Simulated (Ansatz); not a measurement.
ZrO2 (fluorite), relaxed with r2SCAN in the PAW code Ansatz: space group Fm-3m (No. 225), cubic; conventional cell a = 5.089 Å, 10.99 Å³ an atom. Zr is surrounded by 8 O at 2.20 Å; O is surrounded by 4 Zr at 2.20 Å. The primitive cell holds 3 atoms in 32.96 Å³. The values are computed, spin-unpolarised, and not measurements.

Computed values: HSE06 (6×6×6) gives a least gap of 4.98 eV and a least direct gap of 5.38 eV. r2SCAN's ε∞ is 5.32.

(1) What is the density?

(2) At what wavelength does absorption set in by HSE06, excitons left aside?

(3) What refractive index and reflectivity at normal incidence follow, below the gap and above the phonons?

Answers

(1) The cell holds 1 Zr, 2 O: M = 1×91.224 + 2×15.999 = 123.22 u in V = 32.96 Å³. ρ = 1.66054 × M/V = 1.66054 × 123.22/32.96 = 6.208 g/cm³, for the static r2SCAN lattice.

(2) λ = 1239.84 eV nm/E: 249 nm for the least gap, where it needs phonons and is weak, and 230 nm for direct transitions. That lies in the ultraviolet, so by this gap the crystal is transparent to visible light.

(3) n = √5.32 = 2.307; R = ((n − 1)/(n + 1))² = (1.307/3.307)² = 15.6 % a face.

The meshes of the hybrids are coarse, so their gaps aren't converged to the digits shown.
